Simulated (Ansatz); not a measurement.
Crystal: BN.

```xyz
2
Lattice="0.0000 1.8130 1.8130 1.8130 0.0000 1.8130 1.8130 1.8130 0.0000" Properties=species:S:1:pos:R:3 pbc="T T T"
N     0.9065    0.9065    0.9065
B     0.0000    0.0000    0.0000
```

The cell is a database's computed one.

Base run:

- Program: Ansatz 0.2.0
- Functional: revPBE
- Potentials or basis: all-electron LAPW, scalar-relativistic
- Cutoff: 445 eV
- Density cutoff: 1779 eV
- Basis error allowed: 0.001 eV/atom
- k mesh: 13 × 13 × 13
- Occupations: fermi-dirac, width 0.05 eV
- Spin: no spin polarisation

Its results: band gap on the k mesh 4.55 eV, indirect (least direct gap 8.83 eV); pressure 4.0 GPa.

After a change of settings the same cell gave: band gap on the k mesh 4.92 eV, indirect (least direct gap 8.88 eV); pressure 6.6 GPa. Which change was it?
A. functional from revPBE to BLYP
B. functional from revPBE to LDA
C. functional from revPBE to RPBE
D. functional from revPBE to PBE; occupations from fermi-dirac, width 0.05 eV to gaussian, width 0.017 eV

A.

Not every run made on this cell is shown here.
